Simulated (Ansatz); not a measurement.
## GaN: the gap under pressure

GaN, P6_3mc, a = 3.183 Å, c = 5.184 Å. Ansatz: r2SCAN, PAW, 500 eV, Γ-centred 12×12×6 mesh on 4 atoms, Gaussian smearing 0.02 eV; no spin polarisation. Cell and atoms are relaxed at each pressure, and no other structure is tried; the real crystal is known to change phase within this range, so the rows at high pressure are metastable. The gap is sought over the whole zone. The pressures are the targets, met within 0.06 GPa.

| P (GPa) | gap y (eV) |
| --- | --- |
| -3.0 | ? |
| 0.0 | 2.351 |
| 3.0 | 2.455 |
| 8.0 | 2.614 |
| 15.0 | 2.811 |
| 30.0 | 3.172 |
| 60.0 | 3.721 |

Problem. Fit y = E0 + αP + βP² to the other rows and predict the missing gap.

Solution. Least squares on the rows shown. y = 2.3592 + 0.032075 P − 0.00015675 P². So α = 32.1 meV/GPa at zero pressure. With a term in P³ added, the coefficient of P becomes 0.03487, 9 % more, which shows how far this figure hangs on the form. At P = -3.0 the fit asked for gives 2.262 eV. The run gave 2.241 eV, so the fit is 0.021 eV too high, 1.4 % of the span of the series, against an rms of 0.006 eV on the fitted rows. The row lies outside the fitted range. With a term in P³ added, a fit to the same known rows predicts 2.245 eV, so most of the miss is curvature that the known rows already hold.

Semilocal functionals give gaps under the measured ones; changes of the gap mostly carry over better.